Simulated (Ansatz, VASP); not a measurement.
## CdS: VASP beside Ansatz

```xyz
2
Lattice="0.0000 2.8969 2.8969 2.8969 0.0000 2.8969 2.8969 2.8969 0.0000" Properties=species:S:1:pos:R:3 pbc="T T T"
Cd    0.0000    0.0000    0.0000
S     1.4485    1.4485    1.4485
```

Change from the starting cell: volume scaled by 0.98, ions relaxed.

Alike in both runs: functional PBE; k mesh 13 × 13 × 13; occupations fermi-dirac, width 0.02 eV; no spin polarisation.

Ansatz relaxed the structure, and its values are those at the end. VASP's run is a single point on that final structure, the one shown.

```csv
,VASP,Ansatz
version,VASP 6.6.1,Ansatz 0.2.0
potentials or method,"VASP PAW PBE potentials, release 64 (Cd, S)","plane-wave PAW, scalar-relativistic"
plane-wave cutoff (eV),520,420
valence electrons in the cell,18,26
```

Ansatz gave:

| Quantity | Value |
| --- | --- |
| gap on the k mesh at the Fermi level (eV) | 1.19 |
| pressure (GPa) | 4.2 |

Problem. Which values does VASP return?

Solution. gap on the k mesh at the Fermi level (eV): 1.19; pressure (GPa): 4.6.

The two sets of potentials don't hold the same shells in valence. Ansatz warned: «gradients_without_spin_orbit».

Caveats: an odd mesh through Γ misses points on the zone boundary, where band edges often lie.
